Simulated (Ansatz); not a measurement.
KTaO3 under changes of volume

One of the cells (12.688 Å³/atom); the others are scaled copies at fixed shape and fractional positions:

```xyz
5
Lattice="3.9883 0.0000 0.0000 0.0000 3.9883 0.0000 0.0000 0.0000 3.9883" Properties=species:S:1:pos:R:3 pbc="T T T"
Ta    0.0000    0.0000    0.0000
K     1.9942    1.9942    1.9942
O     0.0000    0.0000    1.9942
O     0.0000    1.9942    0.0000
O     1.9942    0.0000    0.0000
```

| Item | Value |
| --- | --- |
| Program | Ansatz 0.2.0 |
| Functional | PBEsol |
| Dispersion | D4 |
| Potentials or basis | Ansatz PAW |
| Cutoff | 420 eV (not typed: the program's choice for these potentials) |
| k mesh | 7 × 7 × 7 |
| Occupations | fermi-dirac, width 0.05 eV |
| Spin | no spin polarisation |

```csv
volume (Å³/atom),energy over the lowest point (meV/atom),pressure (GPa),gap on the mesh (eV)
11.927,23.85,12.4,2.32
12.180,8.33,7.2,2.28
12.434,?,?,?
12.688,0.00,-1.6,2.19
12.942,5.61,-5.4,2.15
13.196,16.86,-8.8,2.10
13.449,33.15,-11.8,2.06
```

Question: What does the run at 12.434 Å³/atom give?

Answer: Energy over the lowest point 0.60 meV/atom; pressure 2.5 GPa; gap on the mesh 2.23 eV.

Worked out: A Birch-Murnaghan fit of order 3 (a polynomial in V^(-2/3)) to the other rows has its minimum at 12.59 Å³/atom with B0 = V·E''(V) = 206 GPa and B' = 4.5. It gives 0.64 meV/atom at 12.434 Å³/atom, against the run's 0.60, and -dE/dV = 2.6 GPa, against 2.5. A straight line through the other rows of the gap, of slope -2.18 eV per unit of ln V, gives 2.23 eV, against the run's 2.23.

Energies are extrapolated to zero smearing.

Caveats: odd divisions of the mesh miss points on the zone boundary, where band edges often lie, so the gap on the mesh can be too wide; spin-orbit coupling is left out, which moves the levels of the heavy elements; the PAW data sets come from PBE, with cores solved anew for the run's functional, which leaves a small shift of forces and pressure.

A mesh can miss the band edges.
